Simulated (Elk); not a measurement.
An Elk run on Au with settings drawn from a wide range, so not all are converged; totals and levels move with the basis, and no second program has checked them. The calculation used DFT, AM05, all-electron APW+lo, Dirac cores, scalar-relativistic bands with second-variational spin-orbit coupling (Elk 11.2.3 with local patches). Elk's input is in atomic units.

Command: `OMP_NUM_THREADS=1 elk` The run took 0.02 s on 1 thread of Arm Neoverse V1, on a shared host, peak memory 0.04 GiB.

```
tasks
  0
  110
  115
  10
  21
  33
  43
  53

xctype
  30

rgkmax
  6.5

gmaxvr
  18

lmaxapw
  9

lmaxo
  7

lmaxi
  4

nrmtscf
  2.5

nempty
  12

epspot
  1e-07

epsengy
  0.0001

maxscl
  60

swidth
  0.008

stype
  3

lradstp
  4

mixtype
  3

hmaxvr
  4

tforce
  .true.

spinorb
  .true.

sppath
  './'

avec
  5.32050322631 0.00000000000 0.00000000000
  -0.02448205749 5.32936704490 0.00000000000
  -2.15030356893 -2.24010206010 9.30503795675

atoms
  1
  'Au.in'
  2
  0.327138000000 0.334038000000 0.725945000000   0.000 0.000 0.000
  0.672862000000 0.665962000000 0.274055000000   0.000 0.000 0.000

ngridk
  10 10 6

wplot
  120 100 1
  -0.55 0.3

plot1d
  9 30
  0.0000000000 0.0000000000 0.0000000000
  0.5000000000 0.0000000000 -0.0000000000
  0.0000000000 0.5000000000 0.0000000000
  0.0000000000 0.0000000000 0.0000000000
  0.0000000000 0.0000000000 0.5000000000
  -0.5000000000 -0.5000000000 0.5000000000
  0.0000000000 0.0000000000 0.0000000000
  0.0000000000 -0.5000000000 0.5000000000
  -0.5000000000 -0.0000000000 0.5000000000

plot3d
  0 0 0
  1 0 0
  0 1 0
  0 0 1
  15 15 26
```

Muffin-tin radii in the species files: Au 2.38 bohr.

The cell is the one relaxed in the Materials Project (mp-1238808), not relaxed further here; entries there can be hypothetical.

What does the run give?

It refused before any iteration.
```
Error(init0): requested spin-polarised run with spin-unpolarised
 exchange-correlation functional
```
